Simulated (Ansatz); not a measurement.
# BN

**What was measured.** A cell as deposited of cubic BN (space group F-43m), temperature not stated, from the Crystallography Open Database (1963), has a = 3.615 Å and 5.91 Å³/atom.

“Effect of nanostructuration on compressibility of cubic BN”, 2012, arxiv:1208.3664 quotes, for a bulk crystal of BN at 300 K: bulk modulus 395 ± 2 GPa.

Method: PBE, scalar-relativistic; no spin polarisation; PAW, 420 eV, Γ-centred 16×16×16 mesh, 0.05 eV Gaussian smearing; code Ansatz. The datasets are Ansatz's generated set soft_2.

Space group F-43m (No. 216). a = 3.625 Å, b = 3.625 Å, c = 3.625 Å, α = 90.00°, β = 90.00°, γ = 90.00°
```json
{"atom": "B", "site": "4a", "symmetry": "-43m", "x": "0.0000", "y": "0.0000", "z": "0.0000"}
{"atom": "N", "site": "4c", "symmetry": "-43m", "x": "0.2500", "y": "0.2500", "z": "0.2500"}
```

The chain of runs began from a cell as deposited in COD, expanded in volume.

The cell above was scaled in volume, its shape and atoms being fixed by the lattice's symmetry. Energies are counted from the cell above.

The cell is relaxed to zero pressure at this level.

```
V (Å³/atom)  ΔE (meV/atom)  P from the stress (GPa)
      5.715          11.78                    16.34
      5.834           2.87                     7.79
      5.953           0.00                     0.00
      6.072           2.64                    -7.09
      6.191          10.36                   -13.54
```

Q: Do the energies and the pressures agree? Compare −ΔE/ΔV between neighbouring points (1 meV/Å³ = 0.1602 GPa) with the mean of their pressures.

A: 
| interval (Å³/atom) | −ΔE/ΔV (GPa) | mean P (GPa) |
| --- | --- | --- |
| 5.71 to 5.83 | 12.0 | 12.1 |
| 5.83 to 5.95 | 3.9 | 3.9 |
| 5.95 to 6.07 | -3.6 | -3.5 |
| 6.07 to 6.19 | -10.4 | -10.3 |
They differ by 0.07 GPa at most.

Q: What do the two routes give for V0, B0 and B0′?

A: A third-order Birch–Murnaghan fit of the energies: V0 = 5.95 Å³/atom, B0 = 371 GPa, B0′ = 3.4. A polynomial of P in ln V, with B = −dP/d ln V at P = 0: V0 = 5.95 Å³/atom, B0 = 371 GPa, B0′ = 3.7.

B0·V0 = 371.4 GPa × 5.95 Å³ = 13.80 eV/atom sets the scale: near the minimum ΔE ≈ ½ B0 V0 x², with x = V/V0 − 1, and a pressure of 3.7 GPa squeezes the volume by about 1 %. At the ends of the curve: x = −4.0 % predicts 11.1 meV/atom and the run gives 11.8; x = +4.0 % predicts 11.0 meV/atom and the run gives 10.4. The curve is steeper than the parabola on the compressed side and flatter on the expanded side: the bulk modulus rises with pressure.

**Comparison.** The computed cell (3.625 Å, 5.95 Å³/atom) differs from the database's by +0.8 % in volume, about +0.3 % in length. PBE usually overestimates volumes by a few per cent. Against the measured bulk modulus of BN, 395 GPa (300 K; quoted in “Effect of nanostructuration on compressibility of cubic BN”, 2012, arxiv:1208.3664), the calculated 371 GPa is off by -6.0 %. Bulk moduli follow the volume steeply: with B0′ near 4, a cell 1 % too large is about 4 % too soft, and one too small too stiff.

